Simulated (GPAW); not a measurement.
# Si2Ni (Fm-3m) in GPAW: further runs, part 2 of 2

GPAW 26.7.0. The steps go on from the part before.

## Step 4: Relaxation of cell and atoms, PBEsol+D4, collinear spin, ferromagnetic start

Contents of run.py:

```python
from ase import Atoms
from ase.calculators.mixing import SumCalculator
from ase.filters import FrechetCellFilter
from ase.io import write
from ase.optimize import BFGS
from dftd4.ase import DFTD4
from gpaw import GPAW, PW, setup_paths

setup_paths.insert(0, '.')

atoms = Atoms(['Ni', 'Si', 'Si'],
              cell=[[0.0, 2.703, 2.703],
                    [2.703, 0.0, 2.703],
                    [2.703, 2.703, 0.0]],
              scaled_positions=[[0.0, 0.0, 0.0],
                                [0.75, 0.75, 0.75],
                                [0.25, 0.25, 0.25]],
              pbc=True)
atoms.set_initial_magnetic_moments([1.0, 0.0, 0.0])

calc = GPAW(mode=PW(600),
            xc='PBEsol',
            kpts={'size': (7, 7, 7), 'gamma': True},
            occupations={'name': 'fermi-dirac', 'width': 0.05},
            nbands=24,
            convergence={'density': 1e-05, 'forces': 0.0001},
            maxiter=150,
            txt='gpaw.txt')
atoms.calc = SumCalculator([calc, DFTD4(method='pbesol')])
opt = BFGS(FrechetCellFilter(atoms), trajectory='relax.traj', logfile='-')
done = opt.run(fmax=0.02, steps=60)
calc.write('gs.gpw')
write('result.traj', atoms)
print('Converged:', done)
print('Cell:', atoms.cell.cellpar().round(4))
print('Volume:', round(atoms.get_volume(), 4))
print(atoms.get_scaled_positions().round(5))
```

Potentials or basis: PAW data sets generated in the run's folder for this functional, pw.

Started as:

```console
$ gpaw-setup -f PBEsol Ni Si
$ OMP_NUM_THREADS=1 python run.py
```

gpaw.txt:

```text
__  _  _
 | _ |_)|_||  |
 |__||  | ||/\| - 26.7.0

Input parameters:
  mode=PW(ecut=600.0),
  convergence={'density': 1e-05, 'forces': 0.0001},
  kpts=MonkhorstPack(size=(7, 7, 7), gamma=True),
  maxiter=150,
  nbands=24,
  occupations=Occupations(name='fermi-dirac', width=0.05),
  xc=XC(name='PBEsol')

Diagonalizing LCAO Hamiltonian
Converting LCAO to pw mode

                    Si

           Si

       Ni

Atoms  # Å, Bohr magnetons
|   | symbol |        x |        y |        z |    initial magnetic moments |
|---|--------|----------|----------|----------|-----------------------------|
| 0 |     Ni | 0.000000 | 0.000000 | 0.000000 | ( 0.0000,  0.0000,  1.0000) |
| 1 |     Si | 4.054500 | 4.054500 | 4.054500 | ( 0.0000,  0.0000,  0.0000) |
| 2 |     Si | 1.351500 | 1.351500 | 1.351500 | ( 0.0000,  0.0000,  0.0000) |

Unit cell  # Å
[... 553 lines left out ...]
|      yes | 0.000000 | 2.685402 | 2.685402 | 3.797732 | 59.999999 |
|      yes | 2.685402 | 0.000000 | 2.685402 | 3.797732 | 59.999999 |
|      yes | 2.685402 | 2.685402 | 0.000000 | 3.797732 | 59.999999 |
[... 151 lines left out ...]
SCF iterations
|iter     | |      energy | eigst |  dens |force |  magmom |
|---------|-|-------------|-------|-------|------|---------|
|iter:   1| |  -20.781273 | -1.87 |       |      |  +0.0000|
|iter:   2| |  -20.776379 | -4.16 | -2.09 |      |  +0.0000|
|iter:   3| |  -20.773472c| -4.20 | -2.22 |      |  +0.0000|
|iter:   4| |  -20.773168c| -5.82 | -2.55 |      |  +0.0000|
|iter:   5| |  -20.772824c| -4.96 | -2.66 |      |  +0.0000|
|iter:   6| |  -20.772818c| -5.85 | -3.21 |      |  +0.0000|
|iter:   7| |  -20.772822c| -6.75 | -3.83 |      |  +0.0000|
|iter:   8| |  -20.772822c| -8.22c| -4.47 |      |  +0.0000|
|iter:   9| |  -20.772822c| -7.80c| -4.78 |      |  +0.0000|
|iter:  10| |  -20.772822c| -8.12c| -5.37c|      |  +0.0000|
|iter:  11| |  -20.772822c| -9.53c| -6.34c|-7.44c|  +0.0000|

Converged in 11 steps
Energy contributions relative to reference atoms: (reference = -57075.982251)

Energy contributions:
  Kinetic:          15.946041
  Coulomb:         -10.348304
  Zero:              0.022425
  External:          0.000000
  Xc:              -26.389510
  Entropy:          -0.006947
  Spinorbit:         0.000000
  ----------------------------
  Free energy:     -20.776295
  Extrapolated:    -20.772822
[... 47 lines left out ...]
Forces  # eV/Ang
|        x |        y |        z |
|----------|----------|----------|
|  0.00000 | -0.00000 |  0.00000 |  # Ni   0
|  0.00000 |  0.00000 |  0.00000 |  # Si   1
| -0.00000 | -0.00000 | -0.00000 |  # Si   2

# Writing to gs.gpw (mode='')
```

stdout:

```text
Step          Energy          fmax
BFGS:    0      -21.561981        0.264197
BFGS:    1      -21.564677        0.213310
BFGS:    2      -21.569535        0.005741
Converged: True
Cell: [ 3.7977  3.7977  3.7977 60.     60.     60.    ]
Volume: 38.7309
[[0.   0.   0.  ]
 [0.75 0.75 0.75]
 [0.25 0.25 0.25]]
```

Run time: 2.7 min. Hardware: 1 thread of Arm Neoverse V2, shared host; peak memory 0.25 GiB.

What came out:

```yaml
Free_energy: -21.5730 eV
Relaxed_volume: 12.91 Å³/atom
Relaxed_cell: a = 3.798 Å, b = 3.798 Å, c = 3.798 Å, α = 60.00°, β = 60.00°, γ = 60.00°
Space_group_after_relaxing_to_0.05_Å: Fm-3m (No. 225)
Energy_gained_by_relaxing: 2.5 meV/atom
Ionic_steps: 3
Pressure_after_relaxing: 0.1 GPa
Band_gap_on_the_k_mesh: none (metal or under the smearing width)
Net_moment: 0.00 μB per cell
Dispersion_energy_per_atom: -0.266 eV
```

The path:
```csv
step,energy change (eV),largest force (eV/Å),pressure (GPa),volume (Å³)
1,0.0000,0.0000,-3.22,39.50
2,-0.0027,0.0000,-2.61,39.35
3,-0.0076,0.0000,0.07,38.73
```

Final structure:
```yaml
crystal:
  lattice:
    - [0.00000, 2.68540, 2.68540]
    - [2.68540, 0.00000, 2.68540]
    - [2.68540, 2.68540, 0.00000]
  atoms:
    - { symbol: Ni, position: [0.00000, 0.00000, 0.00000] }
    - { symbol: Si, position: [0.75000, 0.75000, 0.75000] }
    - { symbol: Si, position: [0.25000, 0.25000, 0.25000] }
```

Caveat: each step starts from the last one's moments, so a moment once lost doesn't come back; the stock nickel data set gives pressures a few GPa off other programs; later steps reuse the first step's grids; pairwise dispersion overbinds metals, which lowers pressure and volume.

## Step 5: The runs side by side

```csv
level,gap on the mesh (eV),pressure (GPa),moment (μB),relaxed volume (Å³/atom)
PBEsol+D3(BJ),none,0.2,0.00,12.77
PBEsol+D3(BJ)+ATM,none,0.1,0.00,12.84
PBEsol+D4,none,0.1,0.00,12.91
```

Alike in all rows: task relaxation of cell and atoms; potentials or basis PAW data sets generated in the run's folder for this functional, pw; spin collinear, ferromagnetic start; cell relaxed; k mesh 7 × 7 × 7; cutoff (eV) 600; smearing fermi-dirac 0.05 eV.

Caveats: each step starts from the last one's moments, so a moment once lost doesn't come back; the stock nickel data set gives pressures a few GPa off other programs; later steps reuse the first step's grids; pairwise dispersion overbinds metals, which lowers pressure and volume.

Total energies depend on the potentials used, so only differences within one code and one set of settings carry meaning.
